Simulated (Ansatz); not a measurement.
The system is Mg.

```
Mg
1.0
     3.17683    0.00000    0.00000
    -1.58841    2.75121    0.00000
     0.00000    0.00000   10.31886
Mg
4
Cartesian
  1.5884 0.9171 7.7391
  0.0000 0.0000 5.1594
  0.0000 1.8341 2.5797
  0.0000 0.0000 0.0000
```

| Item | Value |
| --- | --- |
| Program | Ansatz 0.2.0 |
| Task | relaxation of cell and atoms |
| Functional | RPBE |
| Dispersion | D3(BJ) |
| Potentials or basis | Ansatz PAW |
| Cutoff | 420 eV (not typed: the program's choice for these potentials) |
| k mesh | 10 × 10 × 3 |
| Occupations | fermi-dirac, width 0.05 eV |
| Spin | no spin polarisation |

At the start: volume 22.55 Å³/atom.

Task: Where does the relaxation end?

Result: It ends after 6 steps and the volume is 16.83 Å³/atom (-25.4 %); space group P6_3/mmc (No. 194, to 0.05 Å).

Step by step:
```csv
step,energy change (eV),largest force (eV/Å),volume (Å³)
1,0.0000,0.0000,90.19
2,-0.8232,0.0000,77.90
3,-1.1384,0.0000,67.11
4,-1.1385,0.0000,67.36
5,-1.1385,0.0000,67.31
6,-1.1371,0.0000,67.31
```

Final structure:
```
CELL_PARAMETERS angstrom
2.88124 0.00000 0.00000
-1.44062 2.49522 0.00000
0.00000 0.00000 9.36266
ATOMIC_POSITIONS crystal
Mg 0.66667 0.33333 0.75000
Mg 0.00000 0.00000 0.50000
Mg 0.33333 0.66667 0.25000
Mg 0.00000 0.00000 0.00000
```

Caveat: the volume moved by over 15 % at a fixed basis, so the end points are rough; the plane-wave basis is chosen anew once the cell has moved, so the energies of steps on either side of that aren't comparable; the PAW data sets come from PBE, with cores solved anew for the run's functional, which leaves a small shift of forces and pressure.
